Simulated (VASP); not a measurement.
## BeS in VASP 6.6.1, relaxation

INCAR

```
IBRION = 2
LREAL = .FALSE.
NSW = 40
NELM = 50
EDIFFG = -5E-3
SIGMA = 0.02
MAGMOM = 0.5 0.5
ISMEAR = -1
LASPH = .TRUE.
LWAVE = .FALSE.
PREC = Accurate
ISIF = 7
ENCUT = 600
ISPIN = 2
NBANDS = 11
EDIFF = 1E-7
LCHARG = .FALSE.
GGA = PS
```

KPOINTS

```
KPOINTS created by Atomic Simulation Environment
0
Gamma
8 8 8
0 0 0
```

POSCAR

```
Be S
 1.0000000000000000
     0.0000000000000000    2.4380109254056528    2.4380109254056528
     2.4380109254056528    0.0000000000000000    2.4380109254056528
     2.4380109254056528    2.4380109254056528    0.0000000000000000
 Be  S
   1   1
Cartesian
  0.0000000000000000  0.0000000000000000  0.0000000000000000
  1.2190054627028266  1.2190054627028266  1.2190054627028266
```

The recommended PBE PAW datasets give the neutral cell 8 valence electrons.

Command

```
mpirun -np 1 vasp_std
```

OSZICAR

```
N       E                     dE             d eps       ncg     rms          rms(c)
DAV:   1     0.218104028621E+02    0.21810E+02   -0.38134E+03  1276   0.647E+02
DAV:   2    -0.926014063176E+01   -0.31071E+02   -0.29781E+02  1709   0.122E+02
DAV:   3    -0.105810859204E+02   -0.13209E+01   -0.13187E+01  1651   0.250E+01
DAV:   4    -0.105894636511E+02   -0.83777E-02   -0.83762E-02  1610   0.230E+00
DAV:   5    -0.105895371328E+02   -0.73482E-04   -0.73481E-04  1671   0.209E-01    0.566E+00
DAV:   6    -0.105887911772E+02    0.74596E-03   -0.13215E-01  1517   0.196E+00    0.358E+00
DAV:   7    -0.105362615690E+02    0.52530E-01   -0.69243E-02  1566   0.160E+00    0.201E+00
DAV:   8    -0.105603383643E+02   -0.24077E-01   -0.13721E-02  1543   0.933E-01    0.689E-01
DAV:   9    -0.105602165212E+02    0.12184E-03   -0.94769E-04  1710   0.219E-01    0.235E-01
DAV:  10    -0.105604519525E+02   -0.23543E-03   -0.28011E-04  1513   0.910E-02    0.454E-02
...
DAV:   8    -0.105642388666E+02    0.50988E-07   -0.19858E-08   695   0.119E-03
   2 F= -.10564239E+02 E0= -.10564239E+02  d E =-.374994E-02  mag=     0.0000
       N       E                     dE             d eps       ncg     rms          rms(c)
DAV:   1    -0.105650427794E+02   -0.80386E-03   -0.11343E-02  1336   0.559E-01    0.190E-01
DAV:   2    -0.105645076412E+02    0.53514E-03   -0.12682E-03  1546   0.170E-01    0.710E-02
DAV:   3    -0.105644427353E+02    0.64906E-04   -0.32773E-04  1474   0.855E-02    0.432E-02
DAV:   4    -0.105644402209E+02    0.25144E-05   -0.45775E-06  1495   0.144E-02    0.353E-02
DAV:   5    -0.105644357358E+02    0.44851E-05   -0.34205E-06  1466   0.951E-03    0.401E-03
DAV:   6    -0.105644358088E+02   -0.72920E-07   -0.77010E-08  1091   0.216E-03
   3 F= -.10564436E+02 E0= -.10564436E+02  d E =-.394688E-02  mag=     0.0000
```

```csv
ionic step,ΔE (meV/atom),volume (Å³),largest force (eV/Å),pressure (GPa),electronic steps
1,0.0,28.98,0.000,-2.01,15
2,-1.9,28.23,0.000,0.47,8
3,-2.0,28.36,0.000,0.00,6
```

It converged. Results: relaxed cell vector lengths 3.423, 3.423, 3.423 Å; relaxed cell volume 28.36 Å³; magnetic moment of the cell 0.00 μB.

For comparison, a separate PBEsol relaxation on usual settings, not on those above, ends at 28.36 Å³.

The run above took about 21 s on one core of a shared host (Intel Xeon 6975P-C) and held 0.17 GiB at most.
